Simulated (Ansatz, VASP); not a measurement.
**Na in VASP and in Ansatz**

```
Na
1.0
    -1.88829    1.88829    2.63728
     1.88829   -1.88829    2.63728
     1.88829    1.88829   -2.63728
Na
1
Direct
  0.00000 0.00000 0.00000
```

This isn't the form of Na at room conditions, which is bcc.

Alike in both runs: task relaxation of cell and atoms; functional LDA; k mesh 16 × 16 × 16; occupations gaussian, width 0.1 eV; no spin polarisation.

|  | VASP | Ansatz |
| --- | --- | --- |
| version | VASP 6.6.1 | Ansatz 0.2.0 |
| potentials or method | VASP PAW LDA potentials, release 64 (Na_pv) | scalar-relativistic, plane waves, PAW |
| plane-wave cutoff (eV) | 600 | 520 |
| valence electrons in the cell | 7 | 9 |

```tsv
	VASP	Ansatz	Ansatz less VASP
gap on the k mesh at the Fermi level, each at its own relaxed structure (eV)	none	none	-
relaxed volume (Å³/atom)	33.28	33.32	+0.047
relaxed cell length with the largest relative difference (Å)	3.605	3.608	+0.0032
energy change over the relaxation (meV/atom)	-13	-13	+0.6
```

A gap of «none» marks a metal or a gap that the smearing closes. The two sets of potentials don't hold the same shells in valence.
